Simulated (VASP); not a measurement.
# SnSe2 (P-3m1) in VASP: notebook, part 2 of 2

VASP 6.6.1.

### 3 Relaxation of cell and atoms, RPBE

The input, INCAR:

```
SYSTEM = SnSe2
PREC     = Accurate       ! precision mode
ENCUT    = 600            ! plane-wave cutoff, eV
EDIFF    = 1E-7           ! SCF threshold, eV
ISMEAR   = 0              ! smearing method
SIGMA    = 0.02           ! smearing width, eV
LREAL    = .FALSE.        ! projectors in reciprocal space
LASPH    = .TRUE.         ! aspherical terms in the spheres
NELM     = 100            ! most SCF steps
ALGO     = Normal         ! electronic algorithm
ISIF     = 3              ! what is computed and relaxed
LWAVE    = .FALSE.        ! write WAVECAR
LCHARG   = .FALSE.        ! write CHGCAR
GGA      = RP             ! functional
IBRION   = 2              ! ionic algorithm
NSW      = 90             ! ionic steps
EDIFFG   = -0.005         ! ionic threshold
```

The input, KPOINTS:

```
regular mesh
0
G
  9 9 4
  0 0 0
```

The input, POSCAR:

```
SnSe2
1.0
    3.8418991400      0.0000000000      0.0000000000
   -1.9209495700      3.3271822500      0.0000000000
    0.0000000000      0.0000000000      6.4858801000
Sn Se
1 2
Direct
    0.0000000000      0.0000000000      0.0000000000
    0.6666666700      0.3333333300      0.7570988600
    0.3333333300      0.6666666700      0.2429011400
```

Potentials or basis: VASP PAW PBE potentials, release 64 (Sn_d, Se).

Launch:

```sh
$ cat potpaw_PBE.64/Sn_d/POTCAR potpaw_PBE.64/Se/POTCAR > POTCAR
$ mpirun -np 1 vasp_std > vasp.out
```

OUTCAR:

```text
SYSTEM = SnSe2
   PREC = Accurate
   ENCUT = 600
   EDIFF = 1E-7
   ISMEAR = 0
   LREAL = .FALSE.
   LASPH = .TRUE.
   NELM = 100
   ISIF = 3
   GGA = RP
   IBRION = 2
   NSW = 90
   EDIFFG = -0.005

 ion  position               nearest neighbor table
   1  0.000  0.000  0.000-   2 2.72   3 2.72   3 2.72   2 2.72   2 2.72   3 2.72
   2  0.667  0.333  0.757-   1 2.72   1 2.72   1 2.72
   3  0.333  0.667  0.243-   1 2.72   1 2.72   1 2.72

  LATTYP: Found a hexagonal cell.
 ALAT       =     3.8418991400
 C/A-ratio  =     1.6881963486

  Lattice vectors:

 A1 = (   3.8418991400,   0.0000000000,   0.0000000000)
 A2 = (  -1.9209495700,   3.3271822500,   0.0000000000)
 A3 = (   0.0000000000,   0.0000000000,   6.4858801000)

Analysis of symmetry for initial positions (statically):
=====================================================================
 Subroutine PRICEL returns:
 Original cell was already a primitive cell.

 Routine SETGRP: Setting up the symmetry group for a
 hexagonal supercell.

 Subroutine GETGRP returns: Found 12 space group operations
 (whereof 12 operations were pure point group operations)
 out of a pool of 24 trial point group operations.

The static configuration has the point symmetry D_3d.

Analysis of symmetry for dynamics (positions and initial velocities):
=====================================================================
 Subroutine PRICEL returns:
 Original cell was already a primitive cell.

 Routine SETGRP: Setting up the symmetry group for a
 hexagonal supercell.

 Subroutine GETGRP returns: Found 12 space group operations
 (whereof 12 operations were pure point group operations)
 out of a pool of 24 trial point group operations.

The dynamic configuration has the point symmetry D_3d.

 Subroutine INISYM returns: Found 12 space group operations
 (whereof 12 operations are pure point group operations),
 and found     1 'primitive' translations

[... 143 lines left out ...]
  ext. energy  EPLUGINS =         0.00000000
  ---------------------------------------------------
  free energy    TOTEN  =       -10.86144137 eV

  energy without entropy =      -10.86144137  energy(sigma->0) =      -10.86144137

------------------------ aborting loop because EDIFF is reached ----------------------------------------

  FORCE on cell =-STRESS in cart. coord.  units (eV):
  Direction    XX          YY          ZZ          XY          YZ          ZX
  --------------------------------------------------------------------------------------
  -------------------------------------------------------------------------------------
  Total        1.8231362      1.8231362      1.9460352      0.0000000     -0.0000000      0.0000000
  in kB       35.2320753     35.2320753     37.6070977      0.0000000     -0.0000000      0.0000000
  external PRESSURE =      36.0237494 kB  Pullay stress =       0.0000000 kB
[... 92 lines left out ...]
  FREE ENERGIE OF THE ION-ELECTRON SYSTEM (eV)
  ---------------------------------------------------
  free  energy   TOTEN  =       -10.9128606058 eV

  energy  without entropy=      -10.9128606058  energy(sigma->0) =      -10.91286061

[... ionic steps 4 to 17 ...]

--------------------------------------- Ionic step       18  -------------------------------------------

 number of electron      26.0000009 magnetization

------------------------ aborting loop because EDIFF is reached ----------------------------------------
[... 69 lines left out ...]
--------------------------------------- Ionic step       20  -------------------------------------------

 number of electron      26.0000009 magnetization

 Free energy of the ion-electron system (eV)
  ---------------------------------------------------
  ext. energy  EPLUGINS =         0.00000000
  ---------------------------------------------------
  free energy    TOTEN  =       -10.98152394 eV

  energy without entropy =      -10.98152394  energy(sigma->0) =      -10.98152394

 E-fermi :   1.2070     XC(G=0):  -7.3594

 val. band max:        1.0722095299   @ k =   0.1111   0.0000   0.2500
 cond. band min:       1.9640307014   @ k =   0.4444  -0.0000   0.5000
 fundamental gap:      0.8918211715
 Fermi energy:         1.2069792483

 k-point     1 :       0.0000    0.0000    0.0000
  band No.  band energies     occupation
      1     -20.0476      2.00000
      2     -20.0476      2.00000
      3     -20.0234      2.00000
      4     -20.0142      2.00000
      5     -20.0142      2.00000
      6     -12.0209      2.00000
[... 457 lines left out ...]
      4     -20.0137      2.00000
      5     -20.0048      2.00000
      6     -11.3388      2.00000
[... 9 lines left out ...]
     16       6.1553      0.00000
     17       6.8522      0.00000

 [... further k-points ...]

------------------------ aborting loop because EDIFF is reached ----------------------------------------

  FORCE on cell =-STRESS in cart. coord.  units (eV):
  Direction    XX          YY          ZZ          XY          YZ          ZX
  --------------------------------------------------------------------------------------
  -------------------------------------------------------------------------------------
  Total       -0.0095771     -0.0095771     -0.0098231      0.0000000     -0.0000000      0.0000000
  in kB       -0.1394652     -0.1394652     -0.1430482      0.0000000     -0.0000000      0.0000000
  external PRESSURE =      -0.1406595 kB  Pullay stress =       0.0000000 kB
[... 18 lines left out ...]
  FREE ENERGIE OF THE ION-ELECTRON SYSTEM (eV)
  ---------------------------------------------------
  free  energy   TOTEN  =       -10.9815239376 eV

  energy  without entropy=      -10.9815239376  energy(sigma->0) =      -10.98152394

 reached required accuracy - stopping structural energy minimisation
```

OSZICAR:

```text
N       E                     dE             d eps       ncg     rms          rms(c)
DAV:   1     0.205125200109E+03    0.20513E+03   -0.13400E+04  1463   0.185E+03
DAV:   2     0.119328401596E+02   -0.19319E+03   -0.18978E+03  1569   0.406E+02
[... 220 lines left out ...]
DAV:   1    -0.109815396527E+02   -0.21984E-04   -0.63050E-04  1834   0.318E-01    0.222E-02
DAV:   2    -0.109815268872E+02    0.12765E-04   -0.33616E-05  1778   0.812E-02    0.107E-02
DAV:   3    -0.109815234248E+02    0.34624E-05   -0.11930E-05  1941   0.495E-02    0.262E-03
DAV:   4    -0.109815236568E+02   -0.23197E-06   -0.53059E-07  1516   0.683E-03    0.166E-03
DAV:   5    -0.109815238898E+02   -0.23296E-06   -0.45609E-08   752   0.292E-03    0.383E-04
DAV:   6    -0.109815239376E+02   -0.47854E-07   -0.23269E-08   737   0.180E-03
  20 F= -.10981524E+02 E0= -.10981524E+02  d E =-.634887E-05
```

It took 11 min on 1 thread of Intel Xeon Platinum 8375C at 2.90GHz (Ice Lake), shared host; peak memory 0.28 GiB.

What came out:

```
Free energy                            : -10.9815 eV
Relaxed volume                         : 36.67 Å³/atom
Relaxed cell                           : a = 3.915 Å, b = 3.915 Å, c = 8.291 Å, α = 90.00°, β = 90.00°, γ = 120.00°
Space group after relaxing (to 0.05 Å) : P-3m1 (No. 164)
Energy gained by relaxing              : 40.0 meV/atom
Ionic steps                            : 20
Pressure after relaxing                : 0.0 GPa
Band gap on the k mesh                 : 0.89 eV, indirect (least direct gap 1.16 eV)
```

Forces in eV/Å, atoms in the order of the input:
```
Sn   0.000  0.000  0.000
Se   0.000  0.000 -0.003
Se   0.000  0.000  0.003
```

Step by step:
| step | energy change (eV) | largest force (eV/Å) | pressure (GPa) | volume (Å³) |
| --- | --- | --- | --- | --- |
| 1 | 0.0000 | 0.3118 | 3.60 | 82.91 |
| 2 | -0.0317 | 0.5157 | -1.64 | 90.59 |
| 3 | -0.0514 | 0.2234 | 0.14 | 87.49 |
| 4 | -0.0557 | 0.1852 | 0.11 | 87.99 |
| 5 | -0.0639 | 0.0709 | 0.03 | 89.50 |
| 6 | -0.0597 | 0.1509 | -0.05 | 92.57 |
| 7 | -0.0654 | 0.0111 | 0.01 | 90.56 |
| 8 | -0.0685 | 0.0101 | 0.00 | 90.92 |
| 9 | -0.0768 | 0.0087 | -0.02 | 91.97 |
| 10 | -0.0906 | 0.0126 | 0.00 | 94.07 |
| 11 | -0.1084 | 0.0481 | 0.17 | 98.21 |
| 12 | -0.1123 | 0.2345 | 0.99 | 106.27 |
| 13 | -0.1197 | 0.0427 | 0.21 | 109.41 |
| 14 | -0.1199 | 0.0032 | 0.03 | 110.20 |
| 15 | -0.1199 | 0.0026 | 0.06 | 110.10 |
| 16 | -0.1200 | 0.0060 | 0.05 | 110.07 |
| 17 | -0.1201 | 0.0141 | 0.02 | 110.00 |
| 18 | -0.1201 | 0.0053 | -0.01 | 110.05 |
| 19 | -0.1201 | 0.0043 | -0.02 | 110.06 |
| 20 | -0.1201 | 0.0029 | -0.01 | 110.02 |

Final structure:
```cif
data_structure
_symmetry_space_group_name_H-M 'P 1'
_symmetry_Int_Tables_number 1
_cell_length_a 3.9145
_cell_length_b 3.9145
_cell_length_c 8.2907
_cell_angle_alpha 90.000
_cell_angle_beta 90.000
_cell_angle_gamma 120.000
_cell_volume 110.02
loop_
_atom_site_label
_atom_site_type_symbol
_atom_site_fract_x
_atom_site_fract_y
_atom_site_fract_z
_atom_site_occupancy
Sn1 Sn 0.00000 0.00000 0.00000 1
Se1 Se 0.66667 0.33333 0.80731 1
Se2 Se 0.33333 0.66667 0.19269 1
```

Levels at points of the mesh, in eV from the valence-band top:
| k point | band 11 | band 12 | band 13 | band 14 | band 15 | band 16 |
| --- | --- | --- | --- | --- | --- | --- |
| (0.00, 0.00, 0.00) | -0.45 | -0.09 | -0.09 | 1.33 | 3.11 | 4.56 |
| (0.00, 0.00, 0.50) | -0.45 | -0.09 | -0.09 | 1.63 | 3.07 | 4.56 |

Caveat: the volume moved by over 15 % at a fixed basis, so the end points are rough; the PAW data sets were made with another functional, which shifts forces and pressure a little; spin-orbit coupling is left out, which moves the levels of the heavy elements; an odd mesh through Γ misses points on the zone boundary, where band edges often lie; this functional lacks dispersion, which binds the layers, so the pressure and a relaxed spacing across them are unreliable, and here the layers came unbound.
